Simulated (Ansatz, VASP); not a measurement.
# B26P27 (V_B) in two plane-wave programs

Aim: how closely do two programs agree when they are given the same cell, functional and k mesh? The structure shown is the start of the Ansatz relaxation below; VASP solves that cell, so the two are compared at the walk's first step.

Program: Ansatz 0.2.0. Level of theory: plane waves, with VASP 6.6.1 beside it; single point at r2SCAN. Results are calculated unless marked as measured.

## 1. The structure

The cell holds 53 atoms: 26 B and 27 P. Its edges and angles: a = 9.623 Å, b = 9.623 Å, c = 9.623 Å, α = 60.0°, β = 60.0°, γ = 60.0°. It derives from BP (BP (F-43m)). Nearest the centre at fractional (0.667, 0.333, 0.667): P40 at 1.97 Å, P46 at 2.00 Å, P37 at 2.01 Å, P38 at 2.01 Å, B15 at 3.16 Å, B22 at 3.17 Å, B26 at 3.17 Å, B13 at 3.18 Å. The cell carries charge −3.

## 2. Ansatz: relaxation, r2SCAN

Ansatz runs on its PAW soft_1 files.

The two programs are compared at the cell with which this relaxation starts, whose forces are those of its first step.

The input, input.yaml:

```yaml
crystal:
  lattice:
    - [0.0, 6.80455623, 6.80455623]
    - [6.80455623, 0.0, 6.80455623]
    - [6.80455623, 6.80455623, 0.0]
  atoms:
    - { symbol: B, position: [0.0, 0.0, 0.0] }
    - { symbol: P, position: [0.25, 0.25, 0.25] }
    - { symbol: B, position: [0.0, 0.0, 0.33333333] }
    - { symbol: P, position: [0.25, 0.25, 0.58333333] }
    - { symbol: B, position: [0.0, 0.0, 0.66666667] }
    - { symbol: P, position: [0.25, 0.25, 0.91666667] }
    - { symbol: B, position: [0.0, 0.33333333, 0.0] }
    - { symbol: P, position: [0.25, 0.58333333, 0.25] }
    - { symbol: B, position: [0.0, 0.33333333, 0.33333333] }
    - { symbol: P, position: [0.25, 0.58333333, 0.58333333] }
    - { symbol: B, position: [0.0, 0.33333333, 0.66666667] }
    - { symbol: P, position: [0.25, 0.58333333, 0.91666667] }
    - { symbol: B, position: [0.0, 0.66666667, 0.0] }
    - { symbol: P, position: [0.25, 0.91666667, 0.25] }
    - { symbol: B, position: [0.0, 0.66666667, 0.33333333] }
    - { symbol: P, position: [0.25, 0.91666667, 0.58333333] }
    - { symbol: B, position: [0.0, 0.66666667, 0.66666667] }
    - { symbol: P, position: [0.25, 0.91666667, 0.91666667] }
    - { symbol: B, position: [0.33333333, 0.0, 0.0] }
    - { symbol: P, position: [0.58333333, 0.25, 0.25] }
    - { symbol: B, position: [0.33333333, 0.0, 0.33333333] }
    - { symbol: P, position: [0.58333333, 0.25, 0.58333333] }
    - { symbol: B, position: [0.33333333, 0.0, 0.66666667] }
    - { symbol: P, position: [0.58333333, 0.25, 0.91666667] }
    - { symbol: B, position: [0.33333333, 0.33333333, 0.0] }
    - { symbol: P, position: [0.58333333, 0.58333333, 0.25] }
    - { symbol: B, position: [0.33333333, 0.33333333, 0.33333333] }
    - { symbol: P, position: [0.58333333, 0.58333333, 0.58333333] }
    - { symbol: B, position: [0.33333333, 0.33333333, 0.66666667] }
    - { symbol: P, position: [0.58333333, 0.58333333, 0.91666667] }
    - { symbol: B, position: [0.33333333, 0.66666667, 0.0] }
    - { symbol: P, position: [0.58333333, 0.91666667, 0.25] }
    - { symbol: B, position: [0.33333333, 0.66666667, 0.33333333] }
    - { symbol: P, position: [0.58333333, 0.91666667, 0.58333333] }
    - { symbol: B, position: [0.33333333, 0.66666667, 0.66666667] }
    - { symbol: P, position: [0.58333333, 0.91666667, 0.91666667] }
    - { symbol: B, position: [0.66666667, 0.0, 0.0] }
    - { symbol: P, position: [0.91666667, 0.25, 0.25] }
    - { symbol: B, position: [0.66666667, 0.0, 0.33333333] }
    - { symbol: P, position: [0.91666667, 0.25, 0.58333333] }
    - { symbol: B, position: [0.66666667, 0.0, 0.66666667] }
    - { symbol: P, position: [0.91666667, 0.25, 0.91666667] }
    - { symbol: B, position: [0.66666667, 0.33333333, 0.0] }
    - { symbol: P, position: [0.91666667, 0.58333333, 0.25] }
    - { symbol: B, position: [0.66666667, 0.33333333, 0.33333333] }
    - { symbol: P, position: [0.91666667, 0.58333333, 0.58333333] }
    - { symbol: P, position: [0.91666667, 0.58333333, 0.91666667] }
    - { symbol: B, position: [0.66666667, 0.66666667, 0.0] }
    - { symbol: P, position: [0.91666667, 0.91666667, 0.25] }
    - { symbol: B, position: [0.66666667, 0.66666667, 0.33333333] }
    - { symbol: P, position: [0.91666667, 0.91666667, 0.58333333] }
    - { symbol: B, position: [0.66666667, 0.66666667, 0.66666667] }
    - { symbol: P, position: [0.91666667, 0.91666667, 0.91666667] }
  host:
    repeats: [3, 3, 3]
    atoms:
      - { symbol: B, position: [0.0, 0.0, 0.0] }
      - { symbol: P, position: [0.75, 0.75, 0.75] }
total_charge: -3
basis:
  ecutwfc: 500
  xc_grid: 2
hamiltonian:
  xc: r2scan
  pseudopotentials: { kind: paw, azcp: { folder: soft_1 } }
kpoints:
  mp_grid: { grid: [2, 2, 2], shift: [0.5, 0.5, 0.5] }
scf:
  occupations: { method: fixed }
  max_iter: 80
output:
  forces: true
  charged_corrections:
    epsilon: 9.31
    static_epsilon: 9.42
    defect_position: [0.666667, 0.333333, 0.666667]
relax:
  f_tol: 0.02
  max_steps: 80
  random_displacement: { amplitude: 0.05, seed: 2554 }
checkpoint:
  write: "../qm3.relax.run"
  compress: false
  write_wavefunctions: true
  write_every: 100000
```

The run is started by

```
$ ansatz run input.yaml --threads 4 --pin off --max-ram 7536MiB --backend cpu --events-out ev --progress --plain --runs-dir out
```

Numbers of over 12 decimals in the logs are rounded to 6 here.

Log:

```text
Engine: ansatz 0.2.0, aarch64-unknown-linux-gnu
Pseudopotentials: kind: paw
Pseudopotential: B, paw, valence charge 3, recommended cutoff 500 eV (meta_gga), soft_1/B.paw.azcp
Pseudopotential: P, paw, valence charge 5, recommended cutoff 500 eV (meta_gga), soft_1/P.paw.azcp
Functional definition: r2SCAN
  parameter k0 = 0.174
  parameter k1 = 0.065
  parameter a1 = 4.9479
  exchange = r2scan_x(k0 = k0, k1 = k1, a1 = a1)
  correlation = r2scan_c
Crystal: 53 atoms, lattice volume = 630.129 Å³
Basis set: ecut = 500 eV, 16049 PW (Γ), exchange–correlation on 144×144×144 points (8 copies of the dense FFT grid, shifted against one another)
Bands: 161, of which v1, the nominal top of the filled ones, is band 108 counted from 1 (107 counted from 0)
Symmetry: 1 space group operations
k-points: 4 of 8 (time reversal used)
Non-local potential: B, projectors of the file, l = 0: 2, l = 1: 2, l = 2: 1
Non-local potential: P, projectors of the file, l = 0: 2, l = 1: 2, l = 2: 1
PAW form: soft (Blöchl's): semilocal exchange-correlation on the pseudo side does not see the compensation charge
PAW frozen core: B, regenerated for the run's functional (the file was generated under x = pbe(κ = 0.804, μ = 0.219515), c = pbe(β = 0.066725))
PAW frozen core: P, regenerated for the run's functional (the file was generated under x = pbe(κ = 0.804, μ = 0.219515), c = pbe(β = 0.066725))
PAW one-centre angular grid: B, 302 points (default); XC on 223 of its mesh's 2233 points in the sphere
PAW one-centre angular grid: P, 302 points (default); XC on 160 Gauss nodes
Initial density: superposition of atomic densities (chi_scale 0.1, normalization cell, long waves kept (reshape's long-wave potential 0.02 eV rms))
Initial wavefunctions: pseudopotential atomic-orbital guess
Functional: x = r2scan, c = r2scan; τ floored in thin density (d = 2e-4 eV/Å³)
SCF iter   1: F=—  HF=-24568.460709 eV  |F-HF|=—  |Δ(HF+E_count)|=         —  Δρ=8.40e-2  dr2=5.00e1  dr2_τ=5.80e0  ethr=3.10e-3  ⟨swp⟩=6.2  Hψ=2338  notcnv=0  defer=191
preconditioner: auto → Resta (q_TF=auto, 2.282 Å⁻¹)  ε∞=4.5  [insulator: Δε(μ)=0.815 eV  Ē_g=11.604 eV  n_scr=136 (ndim 8)  ℏωp=21.7 eV  f_vac=0.000  ε∞_Penn≈4.5]
SCF iter   2: F=—  HF=-24559.513577 eV  |F-HF|=—  |Δ(HF+E_count)|=    8.95e0  Δρ=4.15e-2  dr2=1.06e1  dr2_τ=2.33e-1  ethr=3.10e-3  ⟨swp⟩=3.0  Hψ=1157  notcnv=0  defer=195
SCF iter   3: F=—  HF=-24558.451082 eV  |F-HF|=—  |Δ(HF+E_count)|=    1.06e0  Δρ=8.35e-3  dr2=4.60e-1  dr2_τ=1.55e-2  ethr=3.10e-3  ⟨swp⟩=2.8  Hψ=884  notcnv=0  defer=191
SCF iter   4: F=—  HF=-24558.478532 eV  |F-HF|=—  |Δ(HF+E_count)|=   2.75e-2  Δρ=1.47e-3  dr2=1.71e-2  dr2_τ=8.21e-4  ethr=2.13e-4  ⟨swp⟩=3.2  Hψ=881  notcnv=0  defer=203
SCF iter   5: F=—  HF=-24558.481276 eV  |F-HF|=—  |Δ(HF+E_count)|=   2.74e-3  Δρ=5.41e-4  dr2=4.53e-3  dr2_τ=1.13e-4  ethr=7.90e-6  ⟨swp⟩=3.8  Hψ=1188  notcnv=0  defer=204
SCF iter   6: F=—  HF=-24558.480923 eV  |F-HF|=—  |Δ(HF+E_count)|=   3.53e-4  Δρ=9.29e-5  dr2=6.24e-5  dr2_τ=3.48e-6  ethr=2.10e-6  ⟨swp⟩=2.0  Hψ=682  notcnv=0  defer=204
SCF iter   7: F=-24558.480950 eV  HF=-24558.480951 eV  |F-HF|=1.11e-6  |Δ(HF+E_count)|=   2.81e-5  Δρ=2.37e-5  dr2=3.74e-6  dr2_τ=1.60e-7  ethr=4.63e-9  ⟨swp⟩=6.0  Hψ=2293  notcnv=0
SCF 1 converged in 7 iterations: F = -24558.480950 eV  dr2 = 3.74e-6
  greatest PAW one-centre occupation: 0.776 electrons in one spin orbital (limit 2), on the P atom at site 39 (counted from 0), in its partial waves of l = 0
relax step   1: F+E_penalty+E_count = -24558.48094972 eV  Δ(F+E_penalty+E_count) = +0.000e0 eV  max|allowed force component| = 2.029e0 eV/Å  Δτ_max = 0.0000 Å  (7 SCF iters, dr2 threshold 1.00e-5 eV, accepted)
Initial density: handed on by an earlier stage of this run
Initial wavefunctions: those handed on with the density
iter 1 solved again at ethr=2.51e-4 eV; its pass at ethr=3.10e-3 eV (dr2=5.43e-1 eV) is discarded
SCF iter   1: F=—  HF=-24559.897674 eV  |F-HF|=—  |Δ(HF+E_count)|=         —  Δρ=8.77e-3  dr2=5.47e-1  dr2_τ=2.61e-1  ethr=2.51e-4  ⟨swp⟩=1.0  Hψ=2780  notcnv=0  defer=192
preconditioner: auto → Resta (q_TF=auto, 2.282 Å⁻¹)  ε∞=4.7  [insulator: Δε(μ)=0.477 eV  Ē_g=11.283 eV  n_scr=136 (ndim 8)  ℏωp=21.7 eV  f_vac=0.000  ε∞_Penn≈4.7]
SCF iter   2: F=—  HF=-24560.056101 eV  |F-HF|=—  |Δ(HF+E_count)|=   1.58e-1  Δρ=4.91e-3  dr2=1.27e-1  dr2_τ=2.87e-3  ethr=2.51e-4  ⟨swp⟩=2.5  Hψ=905  notcnv=0  defer=202
SCF iter   3: F=—  HF=-24560.053574 eV  |F-HF|=—  |Δ(HF+E_count)|=   2.53e-3  Δρ=8.07e-4  dr2=4.46e-3  dr2_τ=1.48e-4  ethr=5.90e-5  ⟨swp⟩=3.0  Hψ=768  notcnv=0  defer=204
SCF iter   4: F=—  HF=-24560.054122 eV  |F-HF|=—  |Δ(HF+E_count)|=   5.47e-4  Δρ=2.23e-4  dr2=3.45e-4  dr2_τ=1.45e-5  ethr=2.07e-6  ⟨swp⟩=2.0  Hψ=1012  notcnv=0  defer=204
[...]
k-point 2: bands = [... 104 lower, 8.2444, 8.9632, 9.7600, 9.9250, 10.7625, 11.6289, 11.6852, 11.7043, ... 49 higher]
  k-point 3: bands = [... 104 lower, 8.2444, 8.9632, 9.7600, 9.9249, 10.7625, 11.6289, 11.6853, 11.7043, ... 49 higher]
--- Relaxed structure (8 steps of the walk, 8 accepted, 0 SCFs on fresh bases) ---
  F+E_penalty+E_count = -24560.48245950 eV   max|allowed force component| = 6.996e-4 eV/Å
  atoms:
    - { symbol: B, position: [0.000182891, 0.000513668, -0.0012751] }
    - { symbol: P, position: [0.249332, 0.251510, 0.247865] }
    - { symbol: B, position: [0.000180235, 0.000643949, 0.332973] }
    - { symbol: P, position: [0.249568, 0.251487, 0.583813] }
    - { symbol: B, position: [0.00164994, 0.00410829, 0.663355] }
    - { symbol: P, position: [0.251999, 0.251340, 0.914463] }
    - { symbol: B, position: [0.000966603, 0.332153, -0.00049691] }
    - { symbol: P, position: [0.250777, 0.583000, 0.249317] }
    - { symbol: B, position: [0.00164174, 0.331027, 0.336438] }
    - { symbol: P, position: [0.252001, 0.582134, 0.583668] }
    - { symbol: B, position: [0.00161092, 0.330774, 0.663102] }
    - { symbol: P, position: [0.251970, 0.582150, 0.914481] }
    - { symbol: B, position: [0.00093668, 0.667143, -0.000523582] }
    - { symbol: P, position: [0.250773, 0.916982, 0.249312] }
    - { symbol: B, position: [0.000183509, 0.666394, 0.332843] }
    - { symbol: P, position: [0.249337, 0.915539, 0.583835] }
    - { symbol: B, position: [0.000967834, 0.667172, 0.664483] }
    - { symbol: P, position: [0.250777, 0.916987, 0.915331] }
    - { symbol: B, position: [0.334436, 0.00064129, -0.00127921] }
    - { symbol: P, position: [0.585280, 0.251488, 0.248098] }
    - { symbol: B, position: [0.334347, 0.000552322, 0.332874] }
    - { symbol: P, position: [0.588407, 0.254607, 0.586924] }
    - { symbol: B, position: [0.334360, 0.000566978, 0.664923] }
    - { symbol: P, position: [0.587161, 0.253362, 0.905328] }
    - { symbol: B, position: [0.337909, 0.331025, 0.000174381] }
    - { symbol: P, position: [0.585133, 0.582136, 0.250532] }
    - { symbol: B, position: [0.334360, 0.332594, 0.332893] }
    - { symbol: P, position: [0.587167, 0.573008, 0.585684] }
    - { symbol: B, position: [0.338686, 0.330943, 0.663271] }
    - { symbol: P, position: [0.584924, 0.582060, 0.914388] }
    - { symbol: B, position: [0.334306, 0.666393, -0.00127613] }
    - { symbol: P, position: [0.585302, 0.915538, 0.247866] }
    - { symbol: B, position: [0.334436, 0.666390, 0.332971] }
    - { symbol: P, position: [0.585280, 0.915776, 0.583812] }
    - { symbol: B, position: [0.337915, 0.667850, 0.663349] }
    - { symbol: P, position: [0.585133, 0.918204, 0.914465] }
    - { symbol: B, position: [0.664819, 0.00411396, 0.000174123] }
    - { symbol: P, position: [0.915927, 0.251340, 0.250533] }
    - { symbol: B, position: [0.666386, 0.000567569, 0.332891] }
    - { symbol: P, position: [0.906818, 0.253358, 0.585683] }
    - { symbol: B, position: [0.664738, 0.00488559, 0.663274] }
    - { symbol: P, position: [0.915850, 0.251131, 0.914389] }
    - { symbol: B, position: [0.664566, 0.330775, 0.000136565] }
    - { symbol: P, position: [0.915943, 0.582152, 0.250506] }
    - { symbol: B, position: [0.664741, 0.330949, 0.337202] }
    - { symbol: P, position: [0.915850, 0.582061, 0.583460] }
    - { symbol: P, position: [0.917161, 0.583368, 0.915700] }
    - { symbol: B, position: [0.665948, 0.667172, -0.000496188] }
    - { symbol: P, position: [0.916790, 0.916986, 0.249317] }
    - { symbol: B, position: [0.664822, 0.667849, 0.336436] }
    - { symbol: P, position: [0.915927, 0.918205, 0.583669] }
    - { symbol: B, position: [0.664565, 0.667821, 0.663103] }
    - { symbol: P, position: [0.915942, 0.918175, 0.914484] }
```

(Continued in part 2 of 2.)

[Lines on the potential files, build, host, timing and source positions are cut from VASP's logs without a mark.]

[Logs are printed without paths, hosts, clocks, repeated set-up lines and the standing remarks that a program may print on its own settings, such as how far it seeks lower states.]

[Hosts, paths, dates, database ids (printed as entryN), source tags and the programs' standing remarks are cut or masked in the printed files.]
